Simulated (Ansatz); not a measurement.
Crystal: Au.

```
CELL_PARAMETERS angstrom
0.00000 2.03500 2.03500
2.03500 0.00000 2.03500
2.03500 2.03500 0.00000
ATOMIC_POSITIONS crystal
Au 0.00000 0.00000 0.00000
```

```yaml
Program: Ansatz 0.2.0
Task: relaxation of cell and atoms
Functional: r2SCAN
Dispersion: D4
Potentials_or_basis: all-electron PAW datasets made for the crystal
k_mesh: 11 × 11 × 11
Occupations: cold, width 0.1 eV
Spin: no spin polarisation
Hubbard_terms: Au d U = 8 eV
```

At the start: volume 16.85 Å³/atom.

Q: How do energy, volume and symmetry change on relaxing?

A: Over 4 steps the energy falls by 14.5 meV/atom and the volume is 17.65 Å³/atom (+4.7 %); space group Fm-3m (No. 225, to 0.05 Å).

The path:
```tsv
step	energy change (eV)	largest force (eV/Å)	volume (Å³)
1	0.0000	0.0000	16.85
2	-0.0144	0.0000	17.67
3	-0.0144	0.0000	17.65
4	-0.0145	0.0000	17.65
```

Final structure:
```yaml
crystal:
  lattice:
    - [0.00000, 2.06651, 2.06651]
    - [2.06651, 0.00000, 2.06651]
    - [2.06651, 2.06651, 0.00000]
  atoms:
    - { symbol: Au, position: [0.00000, 0.00000, 0.00000] }
```

Caveat: the U is typed as a test and isn't derived for this compound.
